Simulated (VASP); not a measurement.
Crystal: I.

```
I
1.0
    -1.61746    1.61746    4.26481
     1.61746   -1.61746    4.26481
     1.61746    1.61746   -4.26481
I
1
Direct
  0.00000 0.00000 0.00000
```

Base run:

| Property | Result |
| --- | --- |
| Program | VASP 6.6.1 |
| Functional | vdW-DF-cx |
| Potentials or basis | VASP PAW PBE potentials, release 64 (I) |
| Cutoff | 500 eV |
| k mesh | 11 × 11 × 11 |
| Occupations | gaussian, width 0.05 eV |
| Spin | no spin polarisation |

Its results: band gap on the k mesh none (metal or under the smearing width); pressure -1.1 GPa.

**Question.** The run is repeated on the same cell with these changes: functional from vdW-DF-cx to PBE; cutoff from 500 eV to 520 eV. What comes out?

**Answer.** Band gap on the k mesh none (metal or under the smearing width); pressure 0.1 GPa.

Caveats: an odd number of electrons without spin polarisation forces a metal; a magnetic or distorted state may lie lower; the PAW data sets were made with another functional, which shifts forces and pressure a little (some runs).
